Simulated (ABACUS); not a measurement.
# Fe (Im-3m) in ABACUS: notebook, part 2 of 2

ABACUS 3.10.1. The steps go on from the part before.

## Step 4: Equation of state, OLYP, collinear spin, ferromagnetic start, 12.26 Å³/atom (volume scaled by 1.02)

run_abacus.py

```python
"""ABACUS run from a structure file: ASE reads it, the script writes STRU, KPT and INPUT."""
import re
import subprocess
import spglib
from ase import Atoms
from ase.io import read
from ase.units import Bohr

atoms = read("Fe.cif")
cell, frac, numbers = spglib.standardize_cell((atoms.cell[:], atoms.get_scaled_positions(), atoms.numbers), to_primitive=True, symprec=1e-4)
atoms = Atoms(numbers=numbers, cell=cell, scaled_positions=frac, pbc=True)  # the primitive cell
atoms = atoms[(-atoms.numbers).argsort(kind="stable")]  # ABACUS lists atoms element by element
pseudo = {'Fe': 'Fe.upf'}
orbital = {}
magmoms = [3.0]
kmesh = [10, 10, 10]
params = {
    'suffix': 'Fe',
    'calculation': 'scf',
    'basis_type': 'pw',
    'pseudo_dir': './',
    'symmetry': 1,
    'dft_functional': 'GGA_X_OPTX+GGA_C_LYP',
    'ecutwfc': 119,
    'pseudo_rcut': 10,
    'nspin': 2,
    'nbands': 14,
    'ks_solver': 'dav',
    'smearing_method': 'fd',
    'smearing_sigma': 0.00367493,
    'scf_thr': 1e-08,
    'scf_nmax': 100,
    'mixing_type': 'broyden',
    'mixing_beta': 0.4,
    'cal_force': 1,
    'cal_stress': 1,
    'kpar': 4,
}

symbols = atoms.get_chemical_symbols()
elements = list(dict.fromkeys(symbols))
lines = ["ATOMIC_SPECIES"] + [f"{e} {atoms.get_masses()[symbols.index(e)]:.4f} {pseudo[e]}" for e in elements]
if orbital:
    lines += ["", "NUMERICAL_ORBITAL"] + [orbital[e] for e in elements]
lines += ["", "LATTICE_CONSTANT", f"{1 / Bohr:.10f}", "", "LATTICE_VECTORS"]
lines += [" ".join(f"{x:.10f}" for x in v) for v in atoms.cell]
lines += ["", "ATOMIC_POSITIONS", "Direct"]
for e in elements:
    lines += ["", e, "0.0", str(symbols.count(e))]
    for i, p in enumerate(atoms.get_scaled_positions(wrap=False)):
        if symbols[i] == e:
            mag = "" if magmoms is None else " mag " + " ".join(str(x) for x in (magmoms[i] if isinstance(magmoms[i], list) else [magmoms[i]]))
            lines.append(" ".join(f"{x:.10f}" for x in p) + " 1 1 1" + mag)
open("STRU", "w").write("\n".join(lines) + "\n")
open("KPT", "w").write("K_POINTS\n0\nGamma\n%d %d %d 0 0 0\n" % tuple(kmesh))
open("INPUT", "w").write("INPUT_PARAMETERS\n" + "".join(f"{k:<20s}{v}\n" for k, v in params.items()))

done = subprocess.run(['mpirun', '-np', '4', 'abacus'])
if done.returncode:
    raise SystemExit(done.returncode)
log = open("OUT.Fe/running_scf.log").read()
print("final energy (eV):", re.findall(r"FINAL_ETOT_IS (\S+)", log))
```

Fe.cif

```cif
data_Fe
_cell_length_a 2.90511314
_cell_length_b 2.90511314
_cell_length_c 2.90511314
_cell_angle_alpha 90.00000000
_cell_angle_beta 90.00000000
_cell_angle_gamma 90.00000000
_space_group_name_H-M_alt 'Im-3m'
_space_group_name_Hall '-I 4 2 3'
_space_group_IT_number 229
loop_
_space_group_symop_operation_xyz
'x,y,z'
'-x,-y,-z'
'-y,x,z'
'y,-x,-z'
'-x,-y,z'
'x,y,-z'
'y,-x,z'
'-y,x,-z'
'x,-y,-z'
'-x,y,z'
'-y,-x,-z'
'y,x,z'
'-x,y,-z'
'x,-y,z'
'y,x,-z'
'-y,-x,z'
'z,x,y'
'-z,-x,-y'
'z,-y,x'
'-z,y,-x'
'z,-x,-y'
'-z,x,y'
'z,y,-x'
'-z,-y,x'
'-z,x,-y'
'z,-x,y'
'-z,-y,-x'
'z,y,x'
'-z,-x,y'
'z,x,-y'
'-z,y,x'
'z,-y,-x'
'y,z,x'
'-y,-z,-x'
'x,z,-y'
'-x,-z,y'
'-y,z,-x'
'y,-z,x'
'-x,z,y'
'x,-z,-y'
'-y,-z,x'
'y,z,-x'
'-x,-z,-y'
'x,z,y'
'y,-z,-x'
'-y,z,x'
'x,-z,y'
'-x,z,-y'
'x+1/2,y+1/2,z+1/2'
'-x+1/2,-y+1/2,-z+1/2'
'-y+1/2,x+1/2,z+1/2'
'y+1/2,-x+1/2,-z+1/2'
'-x+1/2,-y+1/2,z+1/2'
'x+1/2,y+1/2,-z+1/2'
'y+1/2,-x+1/2,z+1/2'
'-y+1/2,x+1/2,-z+1/2'
'x+1/2,-y+1/2,-z+1/2'
'-x+1/2,y+1/2,z+1/2'
'-y+1/2,-x+1/2,-z+1/2'
'y+1/2,x+1/2,z+1/2'
'-x+1/2,y+1/2,-z+1/2'
'x+1/2,-y+1/2,z+1/2'
'y+1/2,x+1/2,-z+1/2'
'-y+1/2,-x+1/2,z+1/2'
'z+1/2,x+1/2,y+1/2'
'-z+1/2,-x+1/2,-y+1/2'
'z+1/2,-y+1/2,x+1/2'
'-z+1/2,y+1/2,-x+1/2'
'z+1/2,-x+1/2,-y+1/2'
'-z+1/2,x+1/2,y+1/2'
'z+1/2,y+1/2,-x+1/2'
'-z+1/2,-y+1/2,x+1/2'
'-z+1/2,x+1/2,-y+1/2'
'z+1/2,-x+1/2,y+1/2'
'-z+1/2,-y+1/2,-x+1/2'
'z+1/2,y+1/2,x+1/2'
'-z+1/2,-x+1/2,y+1/2'
'z+1/2,x+1/2,-y+1/2'
'-z+1/2,y+1/2,x+1/2'
'z+1/2,-y+1/2,-x+1/2'
'y+1/2,z+1/2,x+1/2'
'-y+1/2,-z+1/2,-x+1/2'
'x+1/2,z+1/2,-y+1/2'
'-x+1/2,-z+1/2,y+1/2'
'-y+1/2,z+1/2,-x+1/2'
'y+1/2,-z+1/2,x+1/2'
'-x+1/2,z+1/2,y+1/2'
'x+1/2,-z+1/2,-y+1/2'
'-y+1/2,-z+1/2,x+1/2'
'y+1/2,z+1/2,-x+1/2'
'-x+1/2,-z+1/2,-y+1/2'
'x+1/2,z+1/2,y+1/2'
'y+1/2,-z+1/2,-x+1/2'
'-y+1/2,z+1/2,x+1/2'
'x+1/2,-z+1/2,y+1/2'
'-x+1/2,z+1/2,-y+1/2'
loop_
_atom_site_label
_atom_site_type_symbol
_atom_site_symmetry_multiplicity
_atom_site_Wyckoff_symbol
_atom_site_fract_x
_atom_site_fract_y
_atom_site_fract_z
_atom_site_occupancy
Fe1 Fe 2 a 0.0000000000 0.0000000000 0.0000000000 1
```

The run is started by

```sh
$ OMP_NUM_THREADS=1 python run_abacus.py > log
```

Run time: 16 s. Hardware: 4 MPI ranks of Intel Xeon Platinum 8488C (Sapphire Rapids), shared host; peak memory 0.36 GiB.

The run converged. Its results:

```
Free energy            : -3453.3673 eV
Pressure               : -4.5 GPa
Band gap on the k mesh : none (metal or under the smearing width)
Net moment             : 2.61 μB per cell
Absolute moment        : 2.79 μB per cell
```

Caveat: the potentials were made for another functional, which shifts forces and pressure.

## Step 5: Equation of state, OLYP, collinear spin, ferromagnetic start, 12.74 Å³/atom (volume scaled by 1.06)

run_abacus.py is that of step 4.

Fe.cif, as its differences from that of step 4:

```diff
@@ -1,5 +1,5 @@
 data_Fe
-_cell_length_a 2.90511314
-_cell_length_b 2.90511314
-_cell_length_c 2.90511314
+_cell_length_a 2.94260261
+_cell_length_b 2.94260261
+_cell_length_c 2.94260261
 _cell_angle_alpha 90.00000000
```

The run is started by

```sh
$ OMP_NUM_THREADS=1 python run_abacus.py > log
```

It took 15 s on 4 MPI ranks of Intel Xeon Platinum 8488C (Sapphire Rapids), shared host; peak memory 0.36 GiB.

The run converged. Its results:

```yaml
Free_energy: -3453.3480 eV
Pressure: -8.8 GPa
Band_gap_on_the_k_mesh: none (metal or under the smearing width)
Net_moment: 2.66 μB per cell
Absolute_moment: 2.87 μB per cell
```

Caveat: the potentials were made for another functional, which shifts forces and pressure.

## Step 6: Equation of state, OLYP, collinear spin, ferromagnetic start

Potentials or basis: PseudoDojo NC SR 0.5 PBE stringent, plane waves.

No new run: the results of the series are fitted here.

Results:

```
Equilibrium volume                      : 11.45 Å³/atom
Bulk modulus                            : 91 GPa
Pressure derivative of the bulk modulus : 4.9 (rough: it moves with the points fitted)
```

Energy against volume, from the lowest point:
| volume (Å³/atom) | energy (meV/atom) |
| --- | --- |
| 11.298 | 0.00 |
| 11.778 | 1.99 |
| 12.259 | 13.73 |
| 12.740 | 33.07 |

Caveat: the potentials were made for another functional, which shifts forces and pressure.

## Step 7: Band structure, PW91, collinear spin, ferromagnetic start

INPUT

```
INPUT_PARAMETERS
suffix              Fe
calculation         nscf
basis_type          pw
pseudo_dir          ./
symmetry            -1
dft_functional      GGA_X_PW91+GGA_C_PW91
ecutwfc             90.0
pseudo_rcut         10
nspin               2
nbands              20
ks_solver           dav
smearing_method     fd
smearing_sigma      0.00367493
scf_thr             1e-08
scf_nmax            100
mixing_type         broyden
mixing_beta         0.4
init_chg            file
pw_diag_thr         1e-07
out_band            1
kpar                4
```

STRU

```
ATOMIC_SPECIES
Fe 55.8450 Fe.upf

LATTICE_CONSTANT
1.8897261246

LATTICE_VECTORS
1.4430000000 1.4430000000 1.4430000000
-1.4430000000 1.4430000000 1.4430000000
-1.4430000000 -1.4430000000 1.4430000000

ATOMIC_POSITIONS
Direct

Fe
0.0
1
0.0000000000 0.0000000000 0.0000000000 1 1 1 mag 3
```

KPT

```
K_POINTS
8
Line
0.00000000 0.00000000 0.00000000 10 // G
-0.50000000 -0.50000000 -0.50000000 10 // H
0.00000000 0.00000000 -0.50000000 10 // N
0.00000000 0.00000000 0.00000000 10 // G
-0.25000000 0.25000000 -0.25000000 10 // P
-0.50000000 -0.50000000 -0.50000000 1 // H
-0.25000000 0.25000000 -0.25000000 10 // P
0.00000000 0.00000000 -0.50000000 1 // N
```

Potentials or basis: Ansatz NC PBE, plane waves.

The run is started by

```sh
$ OMP_NUM_THREADS=1 mpirun -np 4 abacus > log
```

Wall time 4.2 s (4 MPI ranks of Intel Xeon Platinum 8488C (Sapphire Rapids), shared host); peak memory 0.32 GiB.

Levels at the corners of the path, in eV from the Fermi level:
Spin up:
```csv
point,band 5,band 6,band 7,band 8,band 9,band 10,band 11,band 12,band 13,band 14
Γ,-8.10,-2.16,-2.16,-2.16,-1.06,-1.06,24.03,24.03,24.03,29.15
H,-4.53,-4.53,0.09,0.09,0.09,9.50,9.50,9.50,15.17,15.17
N,-4.62,-3.16,-0.99,-0.89,0.35,0.57,6.91,17.69,19.20,22.67
Γ,-8.10,-2.16,-2.16,-2.16,-1.06,-1.06,24.03,24.03,24.03,29.15
P,-3.02,-3.02,-3.02,-0.86,-0.86,8.32,8.32,8.32,10.06,37.40
H,-4.53,-4.53,0.09,0.09,0.09,9.50,9.50,9.50,15.17,15.17
P,-3.02,-3.02,-3.02,-0.86,-0.86,8.32,8.32,8.32,10.06,37.40
N,-4.62,-3.16,-0.99,-0.89,0.35,0.57,6.91,17.69,19.20,22.67
```
Spin down:
```csv
point,band 3,band 4,band 5,band 6,band 7,band 8,band 9,band 10,band 11,band 12
Γ,-51.42,-51.42,-8.02,-0.28,-0.28,-0.28,1.66,1.66,23.77,23.77
H,-51.69,-51.69,-2.70,-2.70,2.24,2.24,2.24,9.68,9.68,9.68
N,-51.55,-51.42,-3.38,-1.47,0.58,1.51,1.89,2.52,8.18,17.68
Γ,-51.42,-51.42,-8.02,-0.28,-0.28,-0.28,1.66,1.66,23.77,23.77
P,-51.60,-51.60,-1.66,-1.66,-1.66,1.93,1.93,9.11,9.11,9.11
H,-51.69,-51.69,-2.70,-2.70,2.24,2.24,2.24,9.68,9.68,9.68
P,-51.60,-51.60,-1.66,-1.66,-1.66,1.93,1.93,9.11,9.11,9.11
N,-51.55,-51.42,-3.38,-1.47,0.58,1.51,1.89,2.52,8.18,17.68
```

Caveat: the density is read from an earlier self-consistent run, whose mesh may be coarse; the potentials were made for another functional, which shifts forces and pressure.

## Step 8: Comparison with measurements

Step 6. A measured bulk modulus of Fe is 166.4 GPa (quoted in “Pressure Induced Densification and Compression in a Reprocessed Borosilicate Glass”, 2018, pmc:5793612); the calculated 91 GPa misses it by -45.2 %. So large a miss can be the level of theory's own, or it may mean another phase, state or a wrong row. The fit is for a static lattice scaled at fixed shape and fixed fractional positions.
